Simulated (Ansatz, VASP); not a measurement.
**Pb, level by level in two programs**

```
Pb
1.0
     0.00000    2.47502    2.47502
     2.47502    0.00000    2.47502
     2.47502    2.47502    0.00000
Pb
1
Direct
  0.00000 0.00000 0.00000
```

Single points on this cell with VASP 6.6.1 and Ansatz 0.2.0. Each row is one pair of runs. Alike in all rows: spin: off; k mesh: 9 × 9 × 9; smearing: fermi-dirac, width 0.05 eV; VASP's potentials, cutoff: VASP PAW PBE potentials, release 64 (Pb_d), 520 eV.

```csv
level,"Ansatz's potentials, cutoff","gap on the k mesh at the Fermi level (eV), VASP","gap on the k mesh at the Fermi level (eV), Ansatz","pressure (GPa), VASP","pressure (GPa), Ansatz"
PBE,"SSSP precision PAW, 612 eV",none,none,2.2,2.3
PBE,"PseudoDojo stringent (PBE files), 1197 eV",none,none,2.2,2.3
PBE,"Ansatz PAW, 420 eV",none,none,2.2,2.3
PBE,"Ansatz PAW earlier set, 700 eV",none,none,2.2,2.3
PBE,"Ansatz PAW earlier set, 580 eV",none,none,2.2,2.3
PBE,"Ansatz NC, 850 eV",none,none,2.2,2.3
PBE,"PseudoDojo standard (PBE files), 850 eV",none,none,2.2,2.1
PBE,"Ansatz PAW polarizable, 420 eV",none,none,2.2,2.3
```

Pressure (GPa): the two programs differ by at most 0.12.

A gap of «none» marks a metal or a gap that the smearing closes.
